**Q:** In NbP the Nb states run out roughly 6.5 eV below the Fermi energy. If I look further down, to −10.4 eV, does the emptiness go on?

**A:** Two sizes help here. In a free phosphorus atom the 3s level lies about 8 eV below 3p, and each of these levels spreads into a band a few eV wide in a phosphide. Valence states can therefore fall into separate groups with empty energies between them, and the question is whether another group begins within the range of the table. In this LDA calculation, "s" and "d" are the densities of states projected on the Nb 5s and 4d orbitals, and the energy is counted from the Fermi energy.

Ansatz 0.2.0, all-electron LAPW, LDA, scalar-relativistic, no spin polarization; 14 × 14 × 14 k points, Fermi-Dirac smearing 0.03 eV. NbP, space group I4_1md, unrelaxed Materials Project cell with a = b = 3.350 Å, c = 11.480 Å. Densities of states are per Nb atom, projected on Löwdin orbitals, by the tetrahedron method in 0.4 eV windows; energies are from the Fermi energy.

| energy (eV) | s (states/(eV atom)) | d (states/(eV atom)) |
| --- | --- | --- |
| -10.4 | ? | ? |
| -10.0 | ? | ? |
| -9.6 | ? | ? |
| -9.2 | ? | ? |
| -8.8 | 0.00 | 0.00 |
| -8.4 | 0.00 | 0.00 |
| -8.0 | 0.00 | 0.00 |
| -7.6 | 0.00 | 0.00 |
| -7.2 | 0.00 | 0.00 |
| -6.8 | 0.00 | 0.00 |
| -6.4 | 0.00 | 0.01 |
| -6.0 | 0.06 | 0.12 |
| -5.6 | 0.09 | 0.32 |
| -5.2 | 0.10 | 0.64 |
| -4.8 | 0.05 | 0.31 |
| -4.4 | 0.03 | 0.29 |
| -4.0 | 0.04 | 0.47 |
| -3.6 | 0.04 | 0.59 |
| -3.2 | 0.03 | 0.66 |
| -2.8 | 0.04 | 0.91 |
| -2.4 | 0.02 | 0.96 |
| -2.0 | 0.01 | 0.67 |
| -1.6 | 0.01 | 0.48 |
| -1.2 | 0.04 | 1.05 |
| -0.8 | 0.07 | 1.49 |
| -0.4 | 0.03 | 1.00 |
| 0.0 | 0.00 | 0.21 |
| 0.4 | 0.00 | 0.67 |
| 0.8 | 0.01 | 0.75 |
| 1.2 | 0.01 | 0.99 |
| 1.6 | 0.01 | 0.99 |
| 2.0 | 0.02 | 0.96 |
| 2.4 | 0.03 | 1.13 |
| 2.8 | 0.06 | 1.48 |
| 3.2 | 0.04 | 1.30 |
| 3.6 | 0.04 | 0.92 |
| 4.0 | 0.09 | 1.10 |
| 4.4 | 0.07 | 0.68 |
| 4.8 | 0.04 | 0.55 |
| 5.2 | 0.07 | 0.32 |

**Q:** There is a block of d states from about −6.4 to −2.0 eV. Why should Nb d electrons sit so deep?

**A:** They are Nb's share of the Nb–P bonds. By standard chemistry this block is mainly P 3p, mixed with Nb 4d. The d column, with each row multiplied by its 0.4 eV window, adds up to 2.4 electrons per Nb there. If the P 3p shell holds six electrons, Nb owns about 40% of the block.

**Q:** And P 3s?

**A:** It should form a band of its own further down. Think of the HCl molecule: chlorine 3p makes the bond with hydrogen, while chlorine 3s lies roughly 10 eV deeper and still carries a little hydrogen. NbP should do the same, with Nb in the place of hydrogen. The comparison ends where neighbouring P atoms interact, because the crystal turns the single deep level into a band.

**Q:** Can you say where that band ends at the top?

**A:** Take the centre of the Nb d weight in the bonding block, −3.5 eV, as a stand-in for the P 3p level. Go down by the atomic splitting of 8.3 eV, then up by half a band width. For that half width I guess 1.9 eV:

−3.5 − 8.3 + 1.9 = −9.9 eV.

I trust this to about 0.8 eV.

**Q:** How much Nb should I see in a band of P 3s?

**A:** That depends on how strongly the orbitals couple and how far apart they lie. Two levels that mix have a coupling squared of W²q(1 − q), where W is their separation after mixing and q is the share of the minor partner. In the table, W is about 6.2 eV between the bonding block and the d states above the Fermi energy. With q = 0.4 the coupling squared is about 9 eV².

For P 3s I double this, because an s orbital meets all six Nb neighbours head-on, while a p orbital meets them at an angle or side-on. The share of d is then the coupling squared divided by the distance squared. P 3s lies about 12 eV below the centre of the d states, so the share is near 13%. Two electrons spread evenly over the band then give a d density of about 0.07 states/(eV atom).

**Q:** So what is your forecast?

**A:** Silence at −9.2 and −9.6 eV, and a weak signal, mostly d, at −10.0 and −10.4 eV. For s I borrow the ratio of s to d from the bonding block. The ranges are my judgement: they allow for the shift of the edge, three times the d density and ten times the s density. In states/(eV atom):

- −10.4 eV: d 0.07 (0 to 0.21), s 0.01 (0 to 0.06)
- −10.0 eV: d 0.05 (0 to 0.21), s 0.00 (0 to 0.06)
- −9.6 eV: d 0.00 (0 to 0.21), s 0.00 (0 to 0.06)
- −9.2 eV: d 0.00 (0 to 0.14), s 0.00 (0 to 0.04)

If all four rows turn out empty, the band top lies deeper than I think.

The withheld rows as computed:

| energy (eV) | s (states/(eV atom)) | d (states/(eV atom)) |
| --- | --- | --- |
| -10.4 | 0.09 | 0.39 |
| -10.0 | 0.02 | 0.33 |
| -9.6 | 0.00 | 0.00 |
| -9.2 | 0.00 | 0.00 |

**Q:** The band begins where you put it, but it isn't weak.

**A:** Yes, the edge is a hit and the strength is a miss. The rows at −9.6 and −9.2 eV are empty, as forecast. Each row covers a window of 0.4 eV, so the top lies between about −10.2 and −9.8 eV. This tests only the sum of my three energies; a splitting that is too large could be hidden by a guessed width that is also too large.

The d density is 0.39 at −10.4 eV and 0.33 at −10.0 eV, some six to seven times the forecast. Both values lie outside my range, and so does the s density of 0.09 at −10.4 eV. Of the four values in these two rows, only the small s density at −10.0 eV stayed inside. My ranges for the strength were too narrow.

**Q:** Did you simply underestimate the mixing?

**A:** That can hardly be the whole answer. Suppose the d density stayed near 0.36 across the full 3.8 eV that I assumed for the band. Nb d would then hold 0.36 × 3.8 ≈ 1.4 of the two electrons, far too much for a band that should be mainly P 3s. More likely the d weight is crowded near the top, where my even spread put too little. A band narrower than I guessed would also raise the density.

**Q:** Why would it gather there?

**A:** Probably for two reasons, though the table can't show either. The first is that the levels themselves should be crowded there. Two electrons spread evenly over 3.8 eV give only 0.53 states/eV, and Nb d alone would take about two thirds of that. But neighbouring P atoms form triangles, and three 3s orbitals can't all have opposite signs. Such a band is expected to have a thin tail at the bottom and many levels near the top.

The second reason is the signs around each Nb atom. At the bottom of the band the P 3s orbitals all have the same sign, which suits the round Nb 5s orbital. Near the top the signs are mixed, which suits the lobes of a d orbital. A flat model misses both effects.

**Q:** Do the numbers support that?

**A:** They lean that way. From −10.0 to −10.4 eV, going down into the band, s rises from 0.02 to 0.09 while d changes little. That is the direction the sign argument asks for, but two rows at the edge are thin evidence. The d count over the whole band would show how much of the miss comes from crowding and how much from mixing that I set too low.

**Q:** Is it certain that this band is P 3s?

**A:** The table shows Nb weight at the energy where P 3s was expected. The name of the band comes from the chemistry, and a projection on P would test it.

**Q:** What should I keep for another compound of this kind?

**A:** Treat position and strength as separate questions. The s–p splitting of the nonmetal atom largely sets how far the s band lies below the p band, and the widths of the two bands decide how much of a gap remains. For a given coupling the metal's share shrinks as the energy distance grows, but it can differ strongly between the top and the bottom of one band. An average share is therefore a poor guide to the density at an edge.

The output below compares this model with the four rows; its energies and its d share came from the known rows, the atomic splitting, the guessed width and the doubled coupling, and the four rows took no part.

Printed output of the fit:

```
Nb d centre of the bonding block (eV): -3.525
d electrons per Nb in the bonding block, -6.4 to -2.0 eV: 2.38
d electrons per Nb in the rows -1.2 to -0.4 eV: 1.416
estimated top of the P 3s band (eV): -9.925
forecast d at -10.4, -10.0, -9.6, -9.2 eV (states/(eV atom)): 0.0688, 0.04724, 0, 0
upper end of d range, lower end 0 (states/(eV atom)): 0.2064, 0.2064, 0.2064, 0.1417
computed d in the withheld rows (states/(eV atom)): 0.39, 0.33, 0, 0
d miss, forecast less computed (states/(eV atom)): -0.3212, -0.2828, 0, 0
forecast s at -10.4, -10.0, -9.6, -9.2 eV (states/(eV atom)): 0.005897, 0.004049, 0, 0
upper end of s range, lower end 0 (states/(eV atom)): 0.05897, 0.05897, 0.05897, 0.04049
computed s in the withheld rows (states/(eV atom)): 0.09, 0.02, 0, 0
s miss, forecast less computed (states/(eV atom)): -0.0841, -0.01595, 0, 0
```
